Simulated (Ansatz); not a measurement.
All numbers below come from DFT PBE, scalar-relativistic, plane waves, PAW in Ansatz. Several structures of Cu4O were relaxed, and the powder pattern of one of them was computed from 10° to 70° in 2θ (λ = 1.5406 Å; lines under 1 % are left out).

Cu Kα1 powder pattern (kinematic, no thermal factors).
2θ (°) (relative intensity): 24.92 (2), 35.53 (100), 51.13 (85), 63.81 (22)

Question: Which structure gives it?
A.

```
Cu O
1.0
    -2.52446    2.52446    2.52446
     2.52446   -2.52446    2.52446
     2.52446    2.52446   -2.52446
Cu O
4 1
Cartesian
  1.2622 1.2622 -1.2622
  1.2622 -1.2622 1.2622
  -1.2622 1.2622 1.2622
  1.2622 1.2622 1.2622
  0.0000 0.0000 0.0000
```

B.

```
Cu O
1.0
     4.97633    0.00000    0.00000
    -2.48817    4.30963    0.00000
     0.00000    0.00000    3.56333
Cu O
4 1
Cartesian
  0.0000 0.0000 0.0000
  2.4882 0.0000 0.0000
  -1.2441 2.1548 0.0000
  1.2441 2.1548 0.0000
  0.0000 0.0000 1.7817
```

C.

```
Cu O
1.0
     3.96139    0.00000    0.00000
     0.00000    3.96139    0.00000
     0.00000    0.00000    3.96139
Cu O
4 1
Direct
  0.00000 0.00000 0.00000
  0.50000 0.50000 0.00000
  0.50000 0.00000 0.50000
  0.00000 0.50000 0.50000
  0.50000 0.50000 0.50000
```

Answer: A. Its strongest line, at 2θ = 35.53°, has d = λ/(2 sin θ) = 2.524 Å and is the (2 0 0) reflection of the conventional Im-3m cell with a = 5.049 Å. The others have their strongest lines at 25.0° (B); 39.4° (C).

The cells needn't be stable.
